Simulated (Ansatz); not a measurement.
**HfSi$_{2}$: vacancies and the chemical potential**

All numbers below come from DFT PBEsol, scalar-relativistic, plane waves, PAW in Ansatz 0.2.0.

Settings: cutoff 420 eV, Γ-centred mesh 5×5×5 on the computed 23-atom cell, Gaussian smearing of 0.10 eV; no spin polarisation.

The ordered crystal (Cmcm, 15.87 Å³/atom, no gap on the mesh), relaxed at this level:

```cif
data_structure
_symmetry_space_group_name_H-M 'Cmcm'
_symmetry_Int_Tables_number 63
_cell_length_a 3.6500
_cell_length_b 14.3450
_cell_length_c 3.6361
_cell_angle_alpha 90.000
_cell_angle_beta 90.000
_cell_angle_gamma 90.000
_cell_volume 190.38
loop_
_atom_site_label
_atom_site_type_symbol
_atom_site_symmetry_multiplicity
_atom_site_Wyckoff_symbol
_atom_site_fract_x
_atom_site_fract_y
_atom_site_fract_z
_atom_site_occupancy
Hf1 Hf 4 c 0.00000 0.10470 0.75000 1
Si1 Si 4 c 0.00000 0.44482 0.75000 1
Si2 Si 4 c 0.50000 0.24978 0.75000 1
```

The crystal stands on its own mesh of 10×10×10. The changed cells were relaxed on coarser meshes and computed once more on meshes like the one named, which can leave forces up to 0.25 eV/Å.

The crystal forms from the elements' standard states with -0.665 eV/atom, or -1.00 eV per Si. From a supercell of 24 atoms neutral Si atoms were removed at random and the cells relaxed:

```json
{"Si removed": "1", "energy a vacancy, Si-rich (eV)": "1.79", "volume / perfect": "0.992", "gap on mesh (eV)": "0.00"}
{"Si removed": "3", "energy a vacancy, Si-rich (eV)": "1.90", "volume / perfect": "0.981", "gap on mesh (eV)": "0.00"}
{"Si removed": "4", "energy a vacancy, Si-rich (eV)": "2.13", "volume / perfect": "0.966", "gap on mesh (eV)": "0.00"}
```

Q: Over what range can the formation energy of the neutral Si vacancy move?

A: With k vacancies in the cell, E_v = [E(defect cell) − E(perfect cell)]/k + μ(Si). With μ counted from the standard state, the compound is stable against the two elements for -1.00 eV ≤ Δμ ≤ 0, so for the most dilute cell E_v runs from 1.79 eV (Si-rich) to 1.79 − 1.00 = 0.79 eV (Hf-rich). At 1000 K the site fraction 1/[1 + exp(E_v/k_BT)] spans 9e-10 to 1e-4. Other phases of the two elements can narrow the range. Vacancies of Hf, antisites and interstitials weren't computed and can be far cheaper. Even the most dilute cell lacks 6.2 % of its Si, far from an isolated defect. Si has more than one kind of site here, and this is the cost on the site drawn.

With 4 vacancies the cost is 2.13 eV each against 1.79 eV: in these draws vacancies can sit on unlike kinds of Si site, so the change doesn't measure how they interact.

Spin-orbit coupling is left out, which matters for the bands of heavy elements.

Cost: 6 runs of about 25 core-minutes in all (earlier runs that led there not counted), on Intel Xeon 6975P-C (Granite Rapids) (shared hosts).